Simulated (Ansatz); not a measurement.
## BaTe under changes of volume

One of the cells (39.652 Å³/atom); the others are scaled copies at fixed shape and fractional positions:

```xyz
2
Lattice="0.0000 3.4100 3.4100 3.4100 0.0000 3.4100 3.4100 3.4100 0.0000" Properties=species:S:1:pos:R:3 pbc="T T T"
Ba    0.0000    0.0000    0.0000
Te    3.4100    3.4100    3.4100
```

```yaml
Program: Ansatz 0.2.0
Functional: PBEsol
Potentials_or_basis: all-electron LAPW, scalar-relativistic
Cutoff: 136 eV (chosen from the basis error)
Basis_error_allowed: 0.001 eV/atom
k_mesh: 7 × 7 × 7
Occupations: fermi-dirac, width 0.05 eV
Spin: no spin polarisation
```

```tsv
volume (Å³/atom)	energy over the lowest point (meV/atom)	pressure (GPa)	gap on the mesh (eV)
37.273	60.64	4.8	1.23
38.066	39.74	3.7	1.29
38.859	23.76	2.8	1.34
39.652	?	?	?
40.445	4.66	1.2	1.44
41.238	0.71	0.5	1.48
42.031	0.00	-0.2	1.52
```

**Question.** What does the run at 39.652 Å³/atom give?

**Answer.** Energy over the lowest point 12.21 meV/atom; pressure 1.9 GPa; gap on the mesh 1.39 eV.

Worked out: A Birch-Murnaghan fit of order 3 (a polynomial in V^(-2/3)) to the other rows has its minimum at 41.81 Å³/atom with B0 = V·E''(V) = 32 GPa and B' = 4.4. It gives 12.21 meV/atom at 39.652 Å³/atom, against the run's 12.21, and -dE/dV = 1.9 GPa, against 1.9. A straight line through the other rows of the gap, of slope 2.41 eV per unit of ln V, gives 1.39 eV, against the run's 1.39.

Energies are extrapolated to zero smearing.

Caveats: spin-orbit coupling is left out, which moves the levels of the heavy elements; an odd mesh through Γ misses points on the zone boundary, where band edges often lie.
